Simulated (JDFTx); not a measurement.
FeO (Wuestite):

```
Fe O
1.0
     1.51882    0.87689    2.51958
    -1.51882    0.87689    2.51958
     0.00000   -1.75378    2.51958
Fe O
1 1
Direct
  0.00000 0.00000 0.00000
  0.50000 0.50000 0.50000
```

Base run:

```yaml
Program: JDFTx 1.7.0 (patched build)
Functional: PBE
Potentials_or_basis: PseudoDojo-SR-PBE-0.5-standard
Cutoff: 1225 eV
Density_cutoff: 9796 eV
k_mesh: 11 × 11 × 11
Occupations: fermi-dirac, width 0.05 eV
Spin: collinear spin, ferromagnetic start
Starting_moments: "[3.0, 0.0] μB"
```

Its results: band gap on the k mesh none (metal or under the smearing width); pressure -1.9 GPa; net moment 4.00 μB per cell; site moments Fe +3.64; O +0.37 μB.

The run is repeated on the same cell with these changes: functional from PBE to PBEsol; potentials or basis from PseudoDojo-SR-PBE-0.5-standard to PseudoDojo-SR-PBEsol-0.4.1-standard with smoothed tails. What comes out?

Band gap on the k mesh none (metal or under the smearing width); pressure -10.1 GPa; net moment 4.00 μB per cell; site moments Fe +3.63; O +0.38 μB.

Caveats: a cell with one magnetic atom can't hold antiferromagnetic order, which such compounds often take; semilocal functionals often make such compounds metallic where correlation or magnetic order opens a gap, which also shifts bond lengths.

Not every run made on this cell is shown here.
